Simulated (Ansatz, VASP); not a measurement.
## One calculation of BP, two programs

File INCAR:

```
SYSTEM = BP
ALGO = Normal
EDIFF = 1E-6
EDIFFG = -0.01
ENCUT = 600
GGA = PS
IBRION = 2
ISIF = 3
ISMEAR = -1
IVDW = 13
LASPH = .True.
LCHARG = .False.
LREAL = .False.
LWAVE = .False.
NELM = 80
NSW = 60
PREC = Accurate
SIGMA = 0.05
```

KPOINTS

```
k-points
0
Gamma
  10 10 10
  0 0 0
```

The input POSCAR:

```
BP
1.0
    0.0000000000      2.2690000000      2.2690000000
    2.2690000000      0.0000000000      2.2690000000
    2.2690000000      2.2690000000      0.0000000000
P B
1 1
Direct
    0.7500000000      0.7500000000      0.7500000000
    0.0000000000      0.0000000000      0.0000000000
```

input.yaml

```yaml
crystal:
  lattice:
    - [0.0, 2.269, 2.269]
    - [2.269, 0.0, 2.269]
    - [2.269, 2.269, 0.0]
  atoms:
    - { symbol: P, position: [0.75, 0.75, 0.75] }
    - { symbol: B, position: [0.0, 0.0, 0.0] }
hamiltonian:
  xc: pbesol
  pseudopotentials: { kind: paw }
  dispersion: d4
kpoints:
  mp_grid: { grid: [10, 10, 10] }
scf:
  occupations: { method: fermi_dirac, width: 0.05 }
output:
  forces: true
  stress: true
  write_density: true
  write_potential: true
  elf: true
  volumetric_format: npy
relax:
  f_tol: 0.01
  max_steps: 40
  cell: { stress_tol: 0.05 }
```

Alike in both runs: task relaxation of cell and atoms; functional PBEsol; dispersion D4; k mesh 10 × 10 × 10; occupations fermi-dirac, width 0.05 eV; no spin polarisation.

|  | VASP | Ansatz |
| --- | --- | --- |
| version | VASP 6.6.1 | Ansatz 0.2.0 |
| potentials or method | VASP PAW PBE potentials, release 64 (P, B) | Ansatz PAW |
| plane-wave cutoff (eV) | 600 | 420 |
| valence electrons in the cell | 8 | 8 |

```csv
,VASP,Ansatz,Ansatz less VASP
"gap on the k mesh at the Fermi level, each at its own relaxed structure (eV)",1.09,1.10,+0.004
relaxed volume (Å³/atom),11.36,11.36,-0.005
relaxed cell length with the largest relative difference (Å),3.179,3.179,-0.0005
energy change over the relaxation (meV/atom),-5,-5,-0.2
```

Caveats: the PAW data sets were made with another functional, which shifts forces and pressure a little (VASP); the plane-wave basis is chosen anew once the cell has moved, so the energies of steps on either side of that aren't comparable (Ansatz); the PAW data sets come from PBE, with cores solved anew for the run's functional, which leaves a small shift of forces and pressure (Ansatz). A k mesh can miss the band edges.
